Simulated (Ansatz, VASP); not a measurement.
## SrO, level by level in two programs

```xyz
2
Lattice="0.0000 2.5139 2.5139 2.5139 0.0000 2.5139 2.5139 2.5139 0.0000" Properties=species:S:1:pos:R:3 pbc="T T T"
Sr    2.5139    2.5139    2.5139
O     0.0000    0.0000    0.0000
```

Single points on this cell with VASP 6.6.1 and Ansatz 0.2.0. Each row is one pair of runs. Alike in all rows: k mesh: 9 × 9 × 9; smearing: fermi-dirac, width 0.05 eV.

```tsv
level	spin	VASP's potentials, cutoff	Ansatz's potentials, cutoff	gap on the k mesh at the Fermi level (eV), VASP	gap on the k mesh at the Fermi level (eV), Ansatz	least direct gap on the mesh (eV), VASP	least direct gap on the mesh (eV), Ansatz	pressure (GPa), VASP	pressure (GPa), Ansatz
RPBE	off	VASP PAW PBE potentials, release 64 (Sr_sv, O), 520 eV	Ansatz PAW, 420 eV	3.39	3.45	3.44	3.49	14.5	13.7
revPBE+D3(BJ)	off	VASP PAW PBE potentials, release 64 (Sr_sv, O), 520 eV	Ansatz PAW, 420 eV	3.36	3.42	3.41	3.45	8.5	7.7
BLYP+D4	off	VASP PAW PBE potentials, release 64 (Sr_sv, O), 520 eV	Ansatz PAW, 420 eV	3.41	3.47	3.45	3.51	10.8	9.9
LDA	off	VASP PAW LDA potentials, release 64 (Sr_sv, O), 520 eV	JTH PAW LDA, 1380 eV	3.10	3.16	3.14	3.19	3.3	2.2
PBE	non-collinear, zero start, SOC	VASP PAW PBE potentials, release 64 (Sr_sv, O), 520 eV	Ansatz PAW, 420 eV	3.25	3.31	3.28	3.32	11.1	10.3
r2SCAN+rVV10	off	VASP PAW PBE potentials, release 64 (Sr_sv, O), 520 eV	Ansatz PAW, 500 eV	3.71	3.77	3.75	3.80	8.4	7.5
```

Gap on the k mesh at the fermi level (eV): the two programs differ by at most 0.066; least direct gap on the mesh (eV): the two programs differ by at most 0.055; pressure (GPa): the two programs differ by at most 1.1.

Caveats: the PAW data sets were made with another functional, which shifts forces and pressure a little (VASP); an odd mesh through Γ misses points on the zone boundary, where band edges often lie (VASP); odd divisions of the mesh miss points on the zone boundary, where band edges often lie, so the gap on the mesh can be too wide (Ansatz); the pressure holds a Pulay correction of +0.3 GPa for the finite cutoff (Ansatz); the PAW data sets come from PBE, with cores solved anew for the run's functional, which leaves a small shift of forces and pressure (Ansatz); the pressure holds a Pulay correction of +0.5 GPa for the finite cutoff (Ansatz); the pressure holds a Pulay correction of +0.4 GPa for the finite cutoff (Ansatz).
